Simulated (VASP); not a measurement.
# SiMo6 (Pm-3m) in VASP: single point with PBE

Aim: the single point of SiMo6 with PBE.

All numbers are computed with VASP 6.6.1; they aren't measurements. Logs are shortened: lines on timing, memory, paths and dates and some standing lists are left out, and cuts for length are marked.

## 1. The cell of the first run

Symmetry: Pm-3m, No. 221, cubic system. The conventional cell has a = 6.013 Å, b = 6.013 Å, c = 6.013 Å, α = 90.00°, β = 90.00°, γ = 90.00°. Around Si (site symmetry m-3m) lie 24 Mo at 4.42 Å. Mo (site symmetry 4mm) is surrounded by 5 Mo at 2.41 to 2.55 Å.

The cell was built by a generator and needn't be a form met in nature.

## 2. Single point, PBE, collinear spin, typed start (species swapped into the LaB6 type (Pm-3m, No. 221))

INCAR reads:

```
PREC = Accurate ; ENCUT = 520
EDIFF = 1E-6 ; ISMEAR = 0
SIGMA = 0.1 ; LREAL = F
LASPH = T ; NELM = 150
ALGO = Normal ; ISIF = 2
LWAVE = F ; LCHARG = F
ISPIN = 2 ; MAGMOM = 0 1 1 1 1 1 1
LORBIT = 11 ; LMAXMIX = 4
GGA = PE ; NBANDS = 57
```

KPOINTS reads:

```
regular mesh
0
Gamma
  4 4 4
```

POSCAR reads:

```
SiMo6
1.0
    6.0125777343      0.0000000000      0.0000000000
    0.0000000000      6.0125777343      0.0000000000
    0.0000000000      0.0000000000      6.0125777343
Si Mo
1 6
Direct
    0.0000000000      0.0000000000      0.0000000000
    0.2002310282      0.5000000000      0.5000000000
    0.5000000000      0.2002310282      0.5000000000
    0.7997689718      0.5000000000      0.5000000000
    0.5000000000      0.7997689718      0.5000000000
    0.5000000000      0.5000000000      0.2002310282
    0.5000000000      0.5000000000      0.7997689718
```

Potentials or basis: VASP PAW PBE potentials, release 64 (Si, Mo_sv).

Launch:

```console
> cat potpaw_PBE.64/Si/POTCAR potpaw_PBE.64/Mo_sv/POTCAR > POTCAR
> mpirun -np 1 vasp_std > vasp.out
```

OUTCAR:

```text
PREC = Accurate
   ENCUT = 520
   EDIFF = 1E-6
   ISMEAR = 0
   LREAL = F
   LASPH = T
   NELM = 150
   ISIF = 2
   ISPIN = 2
   LORBIT = 11
   GGA = PE

 ion  position               nearest neighbor table
   1  0.000  0.000  0.000-
   2  0.200  0.500  0.500-   4 2.41   3 2.55   5 2.55   6 2.55   7 2.55
   3  0.500  0.200  0.500-   5 2.41   4 2.55   2 2.55   6 2.55   7 2.55
   4  0.800  0.500  0.500-   2 2.41   3 2.55   5 2.55   6 2.55   7 2.55
   5  0.500  0.800  0.500-   3 2.41   2 2.55   4 2.55   6 2.55   7 2.55
   6  0.500  0.500  0.200-   7 2.41   3 2.55   4 2.55   5 2.55   2 2.55
   7  0.500  0.500  0.800-   6 2.41   3 2.55   4 2.55   5 2.55   2 2.55

  LATTYP: Found a simple cubic cell.
 ALAT       =     6.0125777343

  Lattice vectors:

 A1 = (   6.0125777343,   0.0000000000,   0.0000000000)
 A2 = (   0.0000000000,   6.0125777343,   0.0000000000)
 A3 = (   0.0000000000,   0.0000000000,   6.0125777343)

Analysis of symmetry for initial positions (statically):
=====================================================================
 Subroutine PRICEL returns:
 Original cell was already a primitive cell.

 Routine SETGRP: Setting up the symmetry group for a
 simple cubic supercell.

 Subroutine GETGRP returns: Found 48 space group operations
 (whereof 48 operations were pure point group operations)
 out of a pool of 48 trial point group operations.

The static configuration has the point symmetry O_h .

Analysis of symmetry for dynamics (positions and initial velocities):
=====================================================================
 Subroutine PRICEL returns:
 Original cell was already a primitive cell.

 Routine SETGRP: Setting up the symmetry group for a
 simple cubic supercell.

 Subroutine GETGRP returns: Found 48 space group operations
 (whereof 48 operations were pure point group operations)
 out of a pool of 48 trial point group operations.

The dynamic configuration has the point symmetry O_h .

Analysis of structural, dynamic, and magnetic symmetry:
=====================================================================
 Subroutine PRICEL returns:
 Original cell was already a primitive cell.

 Routine SETGRP: Setting up the symmetry group for a
 simple cubic supercell.

 Subroutine GETGRP returns: Found 48 space group operations
 (whereof 48 operations were pure point group operations)
 out of a pool of 48 trial point group operations.

The overall configuration has the point symmetry O_h .

 Subroutine INISYM returns: Found 48 space group operations
 (whereof 48 operations are pure point group operations),
 and found     1 'primitive' translations

----------------------------------------------------------------------------------------

                                     Primitive cell

  volume of cell :     217.3612

  direct lattice vectors                    reciprocal lattice vectors
     6.012577734  0.000000000  0.000000000     0.166318016  0.000000000  0.000000000
     0.000000000  6.012577734  0.000000000     0.000000000  0.166318016  0.000000000
     0.000000000  0.000000000  6.012577734     0.000000000  0.000000000  0.166318016

  length of vectors
     6.012577734  6.012577734  6.012577734     0.166318016  0.166318016  0.166318016

  position of ions in fractional coordinates (direct lattice)
     0.000000000  0.000000000  0.000000000
     0.200231028  0.500000000  0.500000000
     0.500000000  0.200231028  0.500000000
     0.799768972  0.500000000  0.500000000
     0.500000000  0.799768972  0.500000000
     0.500000000  0.500000000  0.200231028
     0.500000000  0.500000000  0.799768972

  ion indices of the primitive-cell ions
   primitive index   ion index
                 1           1
                 2           2
                 3           3
                 4           4
                 5           5
                 6           6
                 7           7

[... 23 lines left out ...]

 Found     10 irreducible k-points:

 Following reciprocal coordinates:
            Coordinates               Weight
  0.000000  0.000000  0.000000      1.000000
  0.250000  0.000000  0.000000      6.000000
  0.500000  0.000000  0.000000      3.000000
  0.250000  0.250000  0.000000     12.000000
  0.500000  0.250000  0.000000     12.000000
  0.500000  0.500000  0.000000      3.000000
  0.250000  0.250000  0.250000      8.000000
  0.500000  0.250000  0.250000     12.000000
  0.500000  0.500000  0.250000      6.000000
  0.500000  0.500000  0.500000      1.000000
   k-points           NKPTS =     10   k-points in BZ     NKDIM =     10   number of bands    NBANDS=     57
   number of dos      NEDOS =    301   number of ions     NIONS =      7
   total plane-waves  NPLWV = 110592
   dimension x,y,z NGX =    48 NGY =   48 NGZ =   48
   dimension x,y,z NGXF=    96 NGYF=   96 NGZF=   96
   ions per type =               1   6
   NGX,Y,Z   is equivalent  to a cutoff of  13.27, 13.27, 13.27 a.u.
   NGXF,Y,Z  is equivalent  to a cutoff of  26.54, 26.54, 26.54 a.u.
 SYSTEM =  unknown system
   PREC   = accura    normal or accurate (medium, high low for compatibility)
   ISTART =      0    job   : 0-new  1-cont  2-samecut
   ICHARG =      2    charge: 1-file 2-atom 10-const
   ISPIN  =      2    spin polarized calculation?
   LNONCOLLINEAR =      F non collinear calculations
   LSORBIT =      F    spin-orbit coupling
   LASPH  =      T    aspherical Exc in radial PAW
   ENCUT  =  520.0 eV  38.22 Ry    6.18 a.u.  11.18 11.18 11.18*2*pi/ulx,y,z
   NELM   =    150;   NELMIN=  2; NELMDL= -5     # of ELM steps
   EDIFF  = 0.1E-05   stopping-criterion for ELM
   LREAL  =      F    real-space projection
[... 7 lines left out ...]
   TEBEG  =    0.0;   TEEND  =   0.0 temperature during run
   PSTRESS=    0.0 pullay stress
   NELECT =      88.0000    total number of electrons
   NUPDOWN=      -1.0000    fix difference up-down
   EMIN   =  10.00;   EMAX   =-10.00  energy-range for DOS
   EFERMI =   0.00;   METHOD = LEGACY
   ISMEAR =     0;   SIGMA  =   0.10  broadening in eV -4-tet -1-fermi 0-gaus
   EFERMI_NEDOS =   21; number of points for ismear=-14 and -15
   IALGO  =     38    algorithm
   IMIX   =      4    mixing-type and parameters
     AMIX     =   0.40;   BMIX     =  1.00
     AMIX_MAG =   1.60;   BMIX_MAG =  1.00
  volume/ion in A,a.u.               =      31.05       209.55
  Fermi-wavevector in a.u.,A,eV,Ry     =   1.211086  2.288621 19.956067  1.466730
  Thomas-Fermi vector in A             =   2.346613
   LORBIT       =     11    0 simple, 1 ext, 2 COOP (PROOUT), +10 PAW based schemes
   GGA     = PE    functional components
   LHFCALC =     F    Hartree Fock is set to
   AEXX    =    0.0000 exact exchange contribution
   IVDW    =     0    specifies the selected vdW correction
   LEPSILON=     F    determine dielectric tensor
   LRPA    =     F    only Hartree local field effects (RPA)
 spin polarized calculation
 Gauss-broadening in eV      SIGMA  =   0.10
  energy-cutoff  :      520.00
  volume of cell :      217.36
 maximum number of plane-waves:      5904
 NGX is ok and might be reduce to    48
   NGX = 23   NGY = 23   NGZ = 23

 number of electron      88.0000023 magnetization       0.0016208

 Free energy of the ion-electron system (eV)
  ---------------------------------------------------
  ext. energy  EPLUGINS =         0.00000000
  ---------------------------------------------------
  free energy    TOTEN  =       -53.25750447 eV

  energy without entropy =      -53.21009408  energy(sigma->0) =      -53.23379927

 E-fermi :   3.5879     XC(G=0):  -8.9786

 val. band max:        3.5780774243   @ k =   0.5000   0.5000   0.2500
 cond. band min:       3.6008392913   @ k =   0.2500   0.2500   0.2500
 fundamental gap:      0.0227618671
 Fermi energy:         3.5878564939

 spin component 1

 k-point     1 :       0.0000    0.0000    0.0000
  band No.  band energies     occupation
      1     -56.9133      1.00000
      2     -56.5600      1.00000
      3     -56.5600      1.00000
      4     -56.4592      1.00000
      5     -56.4592      1.00000
      6     -56.4592      1.00000
[... 579 lines left out ...]
     55       5.4907      0.00000
     56       5.4907      0.00000
 Fermi energy:         3.5878564939

 spin component 2

 k-point     1 :       0.0000    0.0000    0.0000
  band No.  band energies     occupation
      1     -56.9132      1.00000
      2     -56.5599      1.00000
      3     -56.5599      1.00000
      4     -56.4591      1.00000
      5     -56.4591      1.00000
      6     -56.4591      1.00000
[... 579 lines left out ...]
     55       5.4909      0.00000
     56       5.4909      0.00000
 [bands above 56 left out]

------------------------ aborting loop because EDIFF is reached ----------------------------------------

  FORCE on cell =-STRESS in cart. coord.  units (eV):
  Direction    XX          YY          ZZ          XY          YZ          ZX
  --------------------------------------------------------------------------------------
  -------------------------------------------------------------------------------------
  Total        0.2917025      0.2917025      0.2917025     -0.0000000     -0.0000000     -0.0000000
  in kB        2.1501492      2.1501492      2.1501492     -0.0000000     -0.0000000     -0.0000000
  external PRESSURE =       2.1501492 kB  Pullay stress =       0.0000000 kB

 VOLUME and BASIS-vectors are now :
 -----------------------------------------------------------------------------
  energy-cutoff  :      520.00
  volume of cell :      217.36
      direct lattice vectors                 reciprocal lattice vectors
     6.012577734  0.000000000  0.000000000     0.166318016  0.000000000  0.000000000
     0.000000000  6.012577734  0.000000000     0.000000000  0.166318016  0.000000000
     0.000000000  0.000000000  6.012577734     0.000000000  0.000000000  0.166318016

 POSITION                                       TOTAL-FORCE (eV/Angst)
 -----------------------------------------------------------------------------------
      0.00000      0.00000      0.00000        -0.000000     -0.000000     -0.000000
      1.20390      3.00629      3.00629         0.008515     -0.000000     -0.000000
      3.00629      1.20390      3.00629        -0.000000      0.008515     -0.000000
      4.80867      3.00629      3.00629        -0.008515     -0.000000     -0.000000
      3.00629      4.80867      3.00629         0.000000     -0.008515     -0.000000
      3.00629      3.00629      1.20390         0.000000     -0.000000      0.008515
      3.00629      3.00629      4.80867        -0.000000     -0.000000     -0.008515
 -----------------------------------------------------------------------------------
    total drift:                                0.000000     -0.000000      0.000000

  FREE ENERGIE OF THE ION-ELECTRON SYSTEM (eV)
  ---------------------------------------------------
  free  energy   TOTEN  =       -53.2575044700 eV

  energy  without entropy=      -53.2100940781  energy(sigma->0) =      -53.23379927

 total charge

# of ion       s       p       d       tot
------------------------------------------
    1        0.978   0.438   0.000   1.416
    2        2.417   6.087   4.203  12.708
    3        2.417   6.087   4.203  12.708
    4        2.417   6.087   4.203  12.708
    5        2.417   6.087   4.203  12.708
    6        2.417   6.087   4.203  12.708
    7        2.417   6.087   4.203  12.708
--------------------------------------------------
tot         15.481  36.961  25.221  77.663

 magnetization (x)

# of ion       s       p       d       tot
------------------------------------------
    1        0.000  -0.000   0.000  -0.000
    2        0.000   0.000   0.000   0.000
    3        0.000   0.000   0.000   0.000
    4        0.000   0.000   0.000   0.000
    5        0.000   0.000   0.000   0.000
    6        0.000   0.000   0.000   0.000
    7        0.000   0.000   0.000   0.000
--------------------------------------------------
tot          0.000  -0.000   0.001   0.001
```

Run time: 2.3 min. Hardware: 1 thread of Intel Xeon 6975P-C (Granite Rapids), shared host; peak memory 0.49 GiB.

Results:

* Free energy: -53.2575 eV
* Pressure: 0.2 GPa
* Largest force: 0.009 eV/Å
* Band gap on the k mesh: none (metal or under the smearing width)
* Net moment: 0.00 μB per cell
* Valence electrons inside the program's atomic spheres: Si 1.42; Mo 12.71

Forces in eV/Å, atoms in the order of the input:
```
Si   0.000  0.000  0.000
Mo   0.009  0.000  0.000
Mo   0.000  0.009  0.000
Mo  -0.009  0.000  0.000
Mo   0.000 -0.009  0.000
Mo   0.000  0.000  0.009
Mo   0.000  0.000 -0.009
```
